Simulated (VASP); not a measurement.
# V3Si (Pm-3n) in VASP: elastic constants with LDA

Aim: the elastic constants of V3Si with LDA.

Program: VASP 6.6.1. These are calculated values, not measurements. Logs are shortened: lines on timing, memory, paths and dates and some standing lists are left out, and cuts for length are marked.

## Step 1: The crystal as given

It takes space group Pm-3n (No. 223, cubic). The conventional cell has a = 4.684 Å, b = 4.684 Å, c = 4.684 Å, α = 90.00°, β = 90.00°, γ = 90.00°. Around V (site symmetry -4m2) lie 2 V at 2.34 Å and 4 Si at 2.62 Å. Si (site symmetry m-3) has 12 V at 2.62 Å as nearest neighbours.

The cell is a database's computed one.

## Step 2: Elastic constants, LDA

The input, POSCAR:

```
V3Si
1.0
    4.6836597300      0.0000000000      0.0000000000
    0.0000000000      4.6836597300      0.0000000000
    0.0000000000      0.0000000000      4.6836597300
V Si
6 2
Direct
    0.2500000000      0.0000000000      0.5000000000
    0.7500000000      0.0000000000      0.5000000000
    0.0000000000      0.5000000000      0.2500000000
    0.0000000000      0.5000000000      0.7500000000
    0.5000000000      0.7500000000      0.0000000000
    0.5000000000      0.2500000000      0.0000000000
    0.0000000000      0.0000000000      0.0000000000
    0.5000000000      0.5000000000      0.5000000000
```

The input, INCAR.step1:

```
SYSTEM = V3Si
  PREC = Accurate
  ENCUT = 580
  EDIFF = 1E-8
  ISMEAR = 0
  SIGMA = 0.1
  LREAL = .False.
  LASPH = .True.
  NELM = 60
  ALGO = Fast
  ISIF = 3
  LWAVE = .False.
  LCHARG = .False.
  IBRION = 2
  NSW = 40
  EDIFFG = -0.002
```

The input, INCAR.step2:

```
SYSTEM = V3Si
  PREC = Accurate
  ENCUT = 580
  EDIFF = 1E-8
  ISMEAR = 0
  SIGMA = 0.1
  LREAL = .False.
  LASPH = .True.
  NELM = 60
  ALGO = Fast
  ISIF = 3
  LWAVE = .False.
  LCHARG = .False.
  IBRION = 6
  NFREE = 2
  POTIM = 0.015
  NSW = 1
```

The input, KPOINTS:

```
Automatic mesh
0
Gamma
  8 8 8
  0 0 0
```

Potentials or basis: VASP PAW LDA potentials, release 64 (V, Si).

Started as:

```
> cat potpaw_LDA.64/V/POTCAR potpaw_LDA.64/Si/POTCAR > POTCAR
> cp INCAR.step1 INCAR
> mpirun -np 1 vasp_std > vasp.out
> cp CONTCAR POSCAR
> cp INCAR.step2 INCAR
> mpirun -np 1 vasp_std > vasp.out
```

OUTCAR:

```text
SYSTEM = V3Si
   PREC = Accurate
   ENCUT = 580
   EDIFF = 1E-8
   ISMEAR = 0
   LREAL = .False.
   LASPH = .True.
   NELM = 60
   ISIF = 3
   IBRION = 6
   NFREE = 2
   POTIM = 0.015
   NSW = 1

 ion  position               nearest neighbor table
   1  0.250  0.000  0.500-   2 2.30   2 2.30   8 2.57   7 2.57   8 2.57   7 2.57   4 2.81   5 2.81
                             6 2.81   5 2.81   3 2.81   4 2.81   6 2.81   3 2.81
   2  0.750  0.000  0.500-   1 2.30   1 2.30   8 2.57   7 2.57   8 2.57   7 2.57   4 2.81   5 2.81
                             6 2.81   5 2.81   3 2.81   4 2.81   6 2.81   3 2.81
   3  0.000  0.500  0.250-   4 2.30   4 2.30   8 2.57   7 2.57   7 2.57   8 2.57   1 2.81   5 2.81
                             1 2.81   2 2.81   6 2.81   5 2.81   6 2.81   2 2.81
   4  0.000  0.500  0.750-   3 2.30   3 2.30   8 2.57   7 2.57   7 2.57   8 2.57   1 2.81   5 2.81
                             1 2.81   2 2.81   6 2.81   5 2.81   6 2.81   2 2.81
   5  0.500  0.750  0.000-   6 2.30   6 2.30   8 2.57   8 2.57   7 2.57   7 2.57   3 2.81   1 2.81
                             2 2.81   4 2.81   1 2.81   3 2.81   4 2.81   2 2.81
   6  0.500  0.250  0.000-   5 2.30   5 2.30   8 2.57   8 2.57   7 2.57   7 2.57   3 2.81   1 2.81
                             2 2.81   4 2.81   1 2.81   3 2.81   4 2.81   2 2.81
   7  0.000  0.000  0.000-   1 2.57   2 2.57   3 2.57   4 2.57   5 2.57   6 2.57   1 2.57   2 2.57
                             3 2.57   4 2.57   5 2.57   6 2.57
   8  0.500  0.500  0.500-   1 2.57   2 2.57   3 2.57   4 2.57   5 2.57   6 2.57   5 2.57   6 2.57
                             1 2.57   2 2.57   3 2.57   4 2.57

  LATTYP: Found a simple cubic cell.
 ALAT       =     4.5941277049

  Lattice vectors:

 A1 = (   4.5941277049,   0.0000000000,   0.0000000000)
 A2 = (   0.0000000000,   4.5941277049,   0.0000000000)
 A3 = (   0.0000000000,   0.0000000000,   4.5941277049)

Analysis of symmetry for initial positions (statically):
=====================================================================
 Subroutine PRICEL returns:
 Original cell was already a primitive cell.

 Routine SETGRP: Setting up the symmetry group for a
 simple cubic supercell.

 Subroutine GETGRP returns: Found 48 space group operations
 (whereof 24 operations were pure point group operations)
 out of a pool of 48 trial point group operations.

The static configuration has the point symmetry T_h .
 The point group associated with its full space group is O_h .

Analysis of symmetry for dynamics (positions and initial velocities):
=====================================================================
 Subroutine PRICEL returns:
 Original cell was already a primitive cell.

 Routine SETGRP: Setting up the symmetry group for a
 simple cubic supercell.

 Subroutine GETGRP returns: Found 48 space group operations
 (whereof 24 operations were pure point group operations)
 out of a pool of 48 trial point group operations.

The dynamic configuration has the point symmetry T_h .
 The point group associated with its full space group is O_h .

 Subroutine INISYM returns: Found 48 space group operations
 (whereof 24 operations are pure point group operations),
 and found     1 'primitive' translations

----------------------------------------------------------------------------------------

                                     Primitive cell

  volume of cell :      96.9637

  direct lattice vectors                    reciprocal lattice vectors
     4.594127705  0.000000000  0.000000000     0.217669178  0.000000000  0.000000000
     0.000000000  4.594127705  0.000000000     0.000000000  0.217669178  0.000000000
     0.000000000  0.000000000  4.594127705     0.000000000  0.000000000  0.217669178

  length of vectors
     4.594127705  4.594127705  4.594127705     0.217669178  0.217669178  0.217669178

  position of ions in fractional coordinates (direct lattice)
     0.250000000  0.000000000  0.500000000
     0.750000000  0.000000000  0.500000000
     0.000000000  0.500000000  0.250000000
     0.000000000  0.500000000  0.750000000
     0.500000000  0.750000000  0.000000000
     0.500000000  0.250000000  0.000000000
     0.000000000  0.000000000  0.000000000
     0.500000000  0.500000000  0.500000000

  ion indices of the primitive-cell ions
   primitive index   ion index
                 1           1
                 2           2
                 3           3
                 4           4
[... 116 lines left out ...]
--------------------------------------- Ionic step        1  -------------------------------------------

 number of electron      37.9999990 magnetization

 Free energy of the ion-electron system (eV)
  ---------------------------------------------------
  ext. energy  EPLUGINS =         0.00000000
  ---------------------------------------------------
  free energy    TOTEN  =       -75.80523441 eV

  energy without entropy =      -75.73325518  energy(sigma->0) =      -75.76924480

------------------------ aborting loop because EDIFF is reached ----------------------------------------

  FORCE on cell =-STRESS in cart. coord.  units (eV):
  Direction    XX          YY          ZZ          XY          YZ          ZX
  --------------------------------------------------------------------------------------
  -------------------------------------------------------------------------------------
  Total       -0.0064337     -0.0064337     -0.0064337     -0.0000000      0.0000000      0.0000000
  in kB       -0.1063075     -0.1063075     -0.1063075     -0.0000000      0.0000000      0.0000000
  external PRESSURE =      -0.1063075 kB  Pullay stress =       0.0000000 kB
[... 107 lines left out ...]
  FREE ENERGIE OF THE ION-ELECTRON SYSTEM (eV)
  ---------------------------------------------------
  free  energy   TOTEN  =       -75.7791538420 eV

  energy  without entropy=      -75.7086771161  energy(sigma->0) =      -75.74391548

[... ionic steps 4 to 16 ...]

--------------------------------------- Ionic step       17  -------------------------------------------

 number of electron      37.9999991 magnetization

------------------------ aborting loop because EDIFF is reached ----------------------------------------
[... 79 lines left out ...]
--------------------------------------- Ionic step       19  -------------------------------------------

 number of electron      37.9999990 magnetization

 Free energy of the ion-electron system (eV)
  ---------------------------------------------------
  ext. energy  EPLUGINS =         0.00000000
  ---------------------------------------------------
  free energy    TOTEN  =       -75.80397877 eV

  energy without entropy =      -75.73201220  energy(sigma->0) =      -75.76799549

 E-fermi :   8.1809     XC(G=0): -12.9316

 val. band max:        8.1773934238   @ k =   0.5000   0.2500   0.2500
 cond. band min:       8.1872557171   @ k =   0.5000   0.3750   0.3750
 fundamental gap:      0.0098622933
 Fermi energy:         8.1808563898

 k-point     1 :       0.0000    0.0000    0.0000
  band No.  band energies     occupation
      1      -1.9249      2.00000
      2       0.3922      2.00000
      3       4.4378      2.00000
      4       4.4378      2.00000
      5       4.4380      2.00000
      6       4.8923      2.00000
[... 637 lines left out ...]
     23       9.0018      0.00000
     24       9.4228      0.00000

 [... further k-points ...]
[... 5 lines left out ...]
  --------------------------------------------------------------------------------------
  -------------------------------------------------------------------------------------
  Total        0.0001559     -0.0043255     -0.0060953      0.0000000      0.0000000      0.0000000
  in kB        0.0025767     -0.0714730     -0.1007156      0.0000000      0.0000000      0.0000000
  external PRESSURE =      -0.0565373 kB  Pullay stress =       0.0000000 kB
[... 23 lines left out ...]
  FREE ENERGIE OF THE ION-ELECTRON SYSTEM (eV)
  ---------------------------------------------------
  free  energy   TOTEN  =       -75.8039787667 eV

  energy  without entropy=      -75.7320122050  energy(sigma->0) =      -75.76799549

 INTERNAL STRAIN TENSORS FROM STRAINED CELLS
 ============================================

 INTERNAL STRAIN TENSOR FOR ION    1 for displacements in x,y,z  (eV/Angst):
          X           Y           Z          XY          YZ          ZX
  --------------------------------------------------------------------------------
  x     0.00000    12.75830   -12.75852    -0.00029     0.00055     0.00014
  y    -0.00000    -0.00000    -0.00000     4.80945    -0.00000     0.00000
  z     0.00000    -0.00000    -0.00000    -0.00000     0.00000    -4.81274

 INTERNAL STRAIN TENSORS FROM DISPLACED ATOMS
 ============================================

 INTERNAL STRAIN TENSOR FOR ION    1 for displacements in x,y,z  (eV/Angst):
          X           Y           Z          XY          YZ          ZX
  --------------------------------------------------------------------------------
  x    -0.00000    12.77013   -12.77013     0.00000     0.00000     0.00000
  y     0.00000    -0.00000     0.00000     4.80675     0.00000     0.00000
  z     0.00000     0.00000    -0.00000     0.00000     0.00000    -4.80676

 INTERNAL STRAIN TENSOR FOR ION    8 for displacements in x,y,z  (eV/Angst):
          X           Y           Z          XY          YZ          ZX
  --------------------------------------------------------------------------------
  x     0.00000     0.00000     0.00000     0.00000     0.00000     0.00000
  y     0.00000     0.00000     0.00000     0.00000     0.00000     0.00000
  z     0.00000     0.00000     0.00000     0.00000     0.00000     0.00000

 Eigenvectors and eigenvalues of the dynamical matrix
 ----------------------------------------------------

   1 f  =   11.182109 THz    70.259263 2PiTHz  372.995005 cm-1    46.245466 meV
             X         Y         Z           dx          dy          dz
      1.148532  0.000000  2.297064    -0.000000    0.026489   -0.000000
      3.445596  0.000000  2.297064     0.000000    0.026489   -0.000000
      0.000000  2.297064  1.148532    -0.251147   -0.026489    0.000000
      0.000000  2.297064  3.445596    -0.251147   -0.026489    0.000000
      2.297064  3.445596  0.000000     0.251147    0.000000    0.000000
      2.297064  1.148532  0.000000     0.251147    0.000000   -0.000000
      0.000000  0.000000  0.000000    -0.606918    0.064013    0.000000
      2.297064  2.297064  2.297064     0.606918   -0.064013    0.000000
[... 243 lines left out ...]
  24 f/i=    2.843694 THz    17.867458 2PiTHz   94.855430 cm-1    11.760569 meV
             X         Y         Z           dx          dy          dz
      1.148532  0.000000  2.297064    -0.408248   -0.000000    0.000000
      3.445596  0.000000  2.297064     0.408248   -0.000000    0.000000
      0.000000  2.297064  1.148532    -0.000000    0.000000   -0.408248
      0.000000  2.297064  3.445596    -0.000000   -0.000000    0.408248
      2.297064  3.445596  0.000000    -0.000000    0.408248    0.000000
      2.297064  1.148532  0.000000    -0.000000   -0.408248    0.000000
      0.000000  0.000000  0.000000    -0.000000    0.000000    0.000000
      2.297064  2.297064  2.297064    -0.000000   -0.000000    0.000000

--------------------------------------------------------------------------------------------------------

 ELASTIC MODULI CONTR FROM IONIC RELAXATION (kBar)
 Direction    XX          YY          ZZ          XY          YZ          ZX
 --------------------------------------------------------------------------------
 XX       -4367.7416   2183.8708   2183.8708      0.0000      0.0000     -0.0000
 YY        2183.8708  -4367.7416   2183.8708     -0.0000     -0.0000      0.0000
 ZZ        2183.8708   2183.8708  -4367.7416     -0.0000     -0.0000      0.0000
 XY           0.0000     -0.0000     -0.0000   -359.4137      0.0000      0.0000
 YZ           0.0000     -0.0000     -0.0000      0.0000   -359.4137     -0.0000
 ZX          -0.0000      0.0000      0.0000      0.0000     -0.0000   -359.4137
 --------------------------------------------------------------------------------

 TOTAL ELASTIC MODULI (kBar)
 Direction    XX          YY          ZZ          XY          YZ          ZX
 --------------------------------------------------------------------------------
 XX        -658.2932   3720.8164   3720.8164      0.0000      0.0000     -0.0000
 YY        3720.8164   -658.2932   3720.8164     -0.0000     -0.0000      0.0000
 ZZ        3720.8164   3720.8164   -658.2932     -0.0000     -0.0000      0.0000
 XY           0.0000     -0.0000     -0.0000    655.8481      0.0000      0.0000
 YZ           0.0000     -0.0000     -0.0000      0.0000    655.8481     -0.0000
 ZX          -0.0000      0.0000      0.0000      0.0000     -0.0000    655.8481
 --------------------------------------------------------------------------------
```

Run time: 59 min. Hardware: 1 thread of Intel Xeon Platinum 8488C (Sapphire Rapids), shared host; peak memory 0.71 GiB.

What came out:

| Property | Result |
| --- | --- |
| Relaxed volume | 12.12 Å³/atom |
| Relaxed cell | a = 4.594 Å, b = 4.594 Å, c = 4.594 Å, α = 90.00°, β = 90.00°, γ = 90.00° |
| Space group after relaxing (to 0.05 Å) | Pm-3n (No. 223) |
| Elastic constants C11, C12, C44 | -66, 372, 66 GPa |
| Voigt bulk modulus | 226 GPa |
| Highest phonon frequency at Γ, LO-TO splitting left out | 373 cm⁻¹ |
| Most unstable mode | 95i cm⁻¹ |

Step by step:
```tsv
step	energy change (eV)	largest force (eV/Å)	pressure (GPa)	volume (Å³)
1	0.0000	0.0000	-11.64	102.74
2	0.2440	0.0000	21.30	89.49
3	-0.2206	0.0000	-0.27	97.07
4	-0.2207	0.0000	-0.02	96.96
```

Final structure:
```
V Si
1.0
     4.59413    0.00000    0.00000
     0.00000    4.59413    0.00000
     0.00000    0.00000    4.59413
V Si
6 2
Direct
  0.25000 0.00000 0.50000
  0.75000 0.00000 0.50000
  0.00000 0.50000 0.25000
  0.00000 0.50000 0.75000
  0.50000 0.75000 0.00000
  0.50000 0.25000 0.00000
  0.00000 0.00000 0.00000
  0.50000 0.50000 0.50000
```

Phonon frequencies in cm⁻¹ (negative: imaginary):
| q point | frequencies |
| --- | --- |
| (0.000, 0.000, 0.000) | -95 0 0 0 115 115 115 115 115 151 151 151 184 184 184 235 235 235 358 358 358 373 373 373 |

Elastic tensor in Voigt notation (GPa, in the Cartesian axes of the cell as first typed):
```
-66 372 372   0   0   0
372 -66 372   0   0   0
372 372 -66   0   0   0
  0   0   0  66   0   0
  0   0   0   0  66   0
  0   0   0   0   0  66
```

Clamped-ion elastic tensor (GPa):
```
371 154 154   0   0   0
154 371 154   0   0   0
154 154 371   0   0   0
  0   0   0 102   0   0
  0   0   0   0 102   0
  0   0   0   0   0 102
```

Caveat: some modes are imaginary; the elastic tensor has a negative eigenvalue, so either the cell is unstable as it stands or the mesh is too thin.
